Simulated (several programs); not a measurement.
## What each method gives for PtS₂ (CdCl2 type)

PtS₂ in the CdCl2 structure, relaxed with r2SCAN+rVV10 in Ansatz, was computed with several methods. Space group R-3m (No. 166), trigonal; conventional cell a = 3.529 Å, c = 16.569 Å, 19.85 Å³ an atom. Pt is surrounded by 6 S at 2.39 Å; S is surrounded by 3 Pt at 2.39 Å. Spin-unpolarised throughout. Whether this structure exists isn't addressed.

```
Pt S
1.0
     1.76444    1.01870    5.52305
    -1.76444    1.01870    5.52305
     0.00000   -2.03740    5.52305
Pt S
1 2
Direct
  0.00000 0.00000 0.00000
  0.25830 0.25830 0.25830
  0.74170 0.74170 0.74170
```

Gaps and times are for a single point on this cell; volume and bulk modulus come from each method's own relaxation or energy curve at fixed shape, which is too stiff where a cell has free coordinates or axes. Times are rough, from shared hosts (Arm Neoverse V1), and each method has its own mesh and cell size. A double dagger marks a value from a curve with shape and coordinates held. GFN1-xTB (tblite), GFN2-xTB (tblite) treat a cluster of cells at its zone centre, which samples few k points: where these miss a band edge, the gap comes out too large for that reason alone. Gaps from k meshes are read at a limited set of points (mesh, symmetry points, PBE's band edges), so each method's own least gap may be somewhat smaller. xTB and the PM methods were fitted mostly to molecules, and can miss a solid's gap by electronvolts. Minimal bases can be far off for gaps. Times of the plane-wave rungs are withheld (a dash), since they come from other jobs, hosts and meshes; the meshes of hybrids and Hartree-Fock don't converge their gaps to the digits shown. Curves at held shape can't give the bulk modulus of a layered or molecular crystal, so none is listed. GLLB-SC's gap includes the derivative discontinuity. d marks a direct gap, i an indirect one (no mark: not told apart), a dash a value that wasn't computed or didn't pass its checks.

| method | kind | gap (eV) | own volume (Å³/atom) | bulk modulus (GPa) | atoms computed | processor time |
| --- | --- | --- | --- | --- | --- | --- |
| PBE-D3(BJ) | semilocal | – | 19.35 | – | 3 | – |
| r2SCAN+rVV10 | semilocal | – | 19.85 | – | 3 | – |
| PBE-D4 | semilocal | – | 19.43 | – | 3 | – |
| light PBE (260 eV, its own mesh) | light plane-wave | 1.03 i | – | – | 3 | 1.2 s |
| PBE | semilocal | 1.01 i | – | – | 3 | – |
| GFN1-xTB (tblite) | tight binding | 1.30 | 20.53‡ | – | cluster | 4.9 s |
| LDA | semilocal | 0.89 i | – | – | 3 | – |
| GFN2-xTB (tblite) | tight binding | 1.12 | 21.25‡ | – | cluster | 8.4 s |
| r2SCAN | semilocal | 1.18 i | – | – | 3 | – |
| PBE/SZV (CP2K) | small basis | 1.30 i | – | – | 3 | 13 s |
| PBE/DZVP (CP2K) | small basis | 1.05 i | 20.41‡ | – | 3 | 27 s |
| PBE/single zeta (GPAW) | small basis | 1.12 i | – | – | 3 | 29 s |
| PBE+SOC | semilocal | 1.03 i | – | – | 3 | – |
| GLLB-SC (GPAW) | model potential | 1.64 | – | – | 3 | 100 s |
| LC-ωPBE | hybrid | 6.49 i | – | – | 3 | – |
| PBE0 | hybrid | 2.44 i | – | – | 3 | – |
| HSE06 | hybrid | 1.77 i | – | – | 3 | – |
| Hartree-Fock | exact exchange | 7.35 i | – | – | 3 | – |
| DDH-PBE0 | hybrid | 1.47 i | – | – | 3 | – |

Against HSE06 (1.77 eV) the nearest gap at the points sampled is that of GLLB-SC (GPAW) (-0.13 eV) and the farthest that of Hartree-Fock (+5.58 eV). HSE06 is only a yardstick of convenience, and nearness to it can be luck.

Runs without a result: PM7 (MOPAC) (single point, out of time).

Only the rows marked +SOC include spin-orbit coupling.
